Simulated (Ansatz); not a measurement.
**GdN in the wurtzite structure**

The computed numbers are results of PBEsol, scalar-relativistic (collinear spin) in the plane-wave PAW code Ansatz at 420 eV, 10×10×6 k-mesh, Gaussian smearing of 0.05 eV; PAW files: Ansatz's generated set soft_2.

```
Gd N
1.0
     4.02172    0.00000    0.00000
    -2.01086    3.48291    0.00000
     0.00000    0.00000    4.98810
Gd N
2 2
Direct
  0.66667 0.33333 0.05161
  0.33333 0.66667 0.55161
  0.66667 0.33333 0.57359
  0.33333 0.66667 0.07359
```

This is a trial structure; measured cells of the compound in the Crystallography Open Database are in space group Fm-3m (rock salt).

Magnetic state: ferromagnetic, site spin moments Gd 6.80; N -0.07 μB.

Path: Γ–M–K–Γ–A–L–H–A | L–M | H–K, with Γ = (0.000, 0.000, 0.000), M = (0.500, 0.000, 0.000), K = (0.333, 0.333, 0.000), A = (0.000, 0.000, 0.500), L = (0.500, 0.000, 0.500), H = (0.333, 0.333, 0.500) in reciprocal vectors of the calculation's cell.

Is it a metal or an insulator, and if it has a gap, where are the band edges on this path?

An insulator with a gap of 0.40 eV on the path, the valence band topping at Γ and the conduction band bottoming at K; the smallest direct gap is 0.81 eV.

Bands as a text map, energy in eV from the Fermi level (dashes), each leg drawn with the same width, + spin up, o spin down, # both:
```
  5.57 |++o### oo#+++o #o# o++##+++ oooo++     +++ +#ooooo +oooo#oo #+  oo 
  5.14 |o#+++ ++++##+oo ++++#o +o  #   +oo#####ooooo ++   ##     ++o  ++  o
  4.71 |   +++ +++  o#o#++ +    +oo +++              +++++ o+++++++ #   +#o
  4.29 |+++       +# ++ o   +++  oo+  o##+  +++++++++ oo   +o      + oooo +
  3.86 |    o     o ++++ oo     o++ooo + o++         o  oo++        +    ++
  3.43 |oooooooooo +    +ooooooo ++o  + + ooo         ++  ooooooooo  ++++  
  3.00 | oo + ooo +      ++oo  oooo+ +   +   oo     o+  +   +oooooo        
  2.57 |ooo#o+ oo#o     o+#+ooo++  ++     +++  ooooo     ++++++ oooooooooo 
  2.14 |#########oooooooooo####ooo#o      ooo##ooooo#     oo#######oooooooo
  1.71 |oo##ooo###oooooo#oo#oooo##ooooooooooooo##oo#ooooooooooo#o##o##ooooo
  1.29 |+#oo####oo##oooooo#o#+++  ooooooooooooooo##ooooooooooooo#######oooo
  0.86 | oo     ##o ++++o# oo oooo                                    ##+++
  0.43 |o         +##oo#+    o                                          ##o
  0.00 |+------------++------+--------------------------------------------+
 -0.43 | ++                ++ +                                            
 -0.86 |   ++ +++++++++++ +    +                                +++      ++
 -1.29 |ooooo+###########+ooooo +                           ++#####  oo##o#
 -1.71 |+++################++++#o+       ############     ###o########+++##
 -2.14 |  ###+++++++++ +++##    #o+     # +++++++++++##   +++##o++++  oo#+ 
 -2.57 |####ooooo###oooo#o#########+++####ooooooooooo###++oooo +oooooo++ooo
 -3.00 |oo#++####o      o#+#oooo######++++   +++++++++++##  ++#####+++oo   
 -3.43 |+++##+++++++++++++#+++++++++++##++++++++++++++##++++##++++++##+++++
 -3.86 |++++++++++++++++++++++++++++++++oo############++++##+++++++#+++++++
 -4.29 |                                ++++++++++++++    +++      +++     
 -4.71 |                                                                   
 -5.14 |                                                                   
 -5.57 |                                                                   
 -6.00 |                                                                   
        Γ      M      K      Γ      A      L      H      AL       MH      K
```

Formal charges Gd³⁺, N³⁻ leave Gd³⁺ with an open 4f⁷ shell. A part-filled shell gives a gap only if something splits it: here on each such atom exchange fills one spin channel and leaves the other empty, so the half-filled shell acts almost as a closed one, and the gap is 0.40 eV.

Within 0.6 eV of the edges the projected states are 76 % N 2p at the top of the valence band and 72 % Gd 5d at the bottom of the conduction band. Crossing the gap moves an electron from the anion's filled p shell to the metal's empty orbitals, as in polar semiconductors.

Semilocal functionals without a U place occupied f levels too high and empty ones too low, so gaps that touch them come out too small. For elements this heavy, spin–orbit coupling would shift levels and gaps; it isn't included here. The run wasn't fully tested for a lower electronic state. Site moments are of spin, integrated over atomic spheres. Only parallel moments were tried, so the real magnetic order may be another.
